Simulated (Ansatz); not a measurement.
Ru: levels along high-symmetry lines

```
Ru
1.0
     0.00000    1.91500    1.91500
     1.91500    0.00000    1.91500
     1.91500    1.91500    0.00000
Ru
1
Direct
  0.00000 0.00000 0.00000
```

The conventional cell has a = 3.830 Å, b = 3.830 Å, c = 3.830 Å, α = 90.00°, β = 90.00°, γ = 90.00°. Ru (atom 1) is surrounded by 12 Ru at 2.71 Å.

The cell comes from COD entry 1534914, which wasn't checked; take it as a given geometry.

Method: DFT, PBE, all-electron LAPW, scalar-relativistic (Ansatz 0.2.0).

Numerical set-up: a Γ-centred 16×16×16 k mesh, Fermi–Dirac smearing of 0.05 eV, basis error target 0.5 meV/atom, no spin polarisation.

Points in fractions of the reciprocal vectors of this cell: Γ (0, 0, 0), X (0.5, 0, 0.5), U (0.625, 0.25, 0.625), K (0.375, 0.375, 0.75), L (0.5, 0.5, 0.5), W (0.5, 0.25, 0.75). The path joins them by straight lines in the order Γ–X–U–K–Γ–L–W–X; legs that retrace an earlier one aren't tabulated. Energies are in eV from the Fermi level.

Q: Metal or insulator at this level of theory?

A: No gap opens: metallic or semimetallic.

Q: Tabulate bands 10 to 15, counted from the lowest band of the run, along the path.

A: 
```tsv
k (1/Å)	point	band 10	band 11	band 12	band 13	band 14	band 15
0.00	Γ	-7.74	-2.49	-2.49	-2.49	-0.16	-0.16
0.41		-6.92	-3.09	-2.03	-2.03	-0.80	0.06
0.82		-5.38	-4.30	-1.38	-0.71	-0.71	0.65
1.23		-5.68	-5.30	1.07	1.07	1.15	1.29
1.64	X	-6.13	-5.67	1.57	2.10	2.10	3.52
1.79		-6.05	-5.59	1.40	1.44	2.05	4.32
1.93		-5.85	-5.35	0.36	1.10	1.91	5.64
2.08		-5.57	-4.93	-0.61	0.63	1.69	7.09
2.22	U	-5.24	-4.40	-1.46	0.12	1.38	8.60
2.47		-4.86	-4.06	-2.26	-0.30	1.49	8.57
2.72		-4.46	-3.75	-3.03	-0.55	1.62	8.61
2.97		-4.86	-4.06	-2.26	-0.30	1.49	8.57
3.23	K	-5.24	-4.40	-1.46	0.12	1.38	8.60
3.66		-4.13	-3.25	-3.17	-1.05	0.16	5.22
4.10		-4.88	-3.54	-2.39	-1.23	-1.16	1.81
4.53		-6.83	-2.96	-2.14	-2.10	-0.61	-0.03
4.97	Γ	-7.74	-2.49	-2.49	-2.49	-0.16	-0.16
5.32		-7.12	-2.77	-2.26	-2.26	-0.29	-0.29
5.68		-5.92	-2.74	-2.11	-2.11	0.00	0.00
6.03		-5.73	-2.43	-2.43	-0.75	1.03	1.03
6.39	L	-5.86	-2.61	-2.61	0.96	1.61	1.61
6.68		-5.50	-2.97	-2.27	-0.68	1.54	3.62
6.97		-4.65	-3.76	-2.13	-1.35	1.38	6.12
7.26		-4.46	-3.75	-3.03	-0.55	1.62	8.61
7.55	W	-4.72	-3.33	-3.33	-0.49	2.10	10.16
7.75		-5.00	-4.33	-2.10	-0.12	2.10	8.48
7.96		-5.54	-5.07	-0.67	0.65	2.10	6.65
8.16		-5.97	-5.52	0.90	1.32	2.10	4.81
8.37	X	-6.13	-5.67	1.57	2.10	2.10	3.52
```
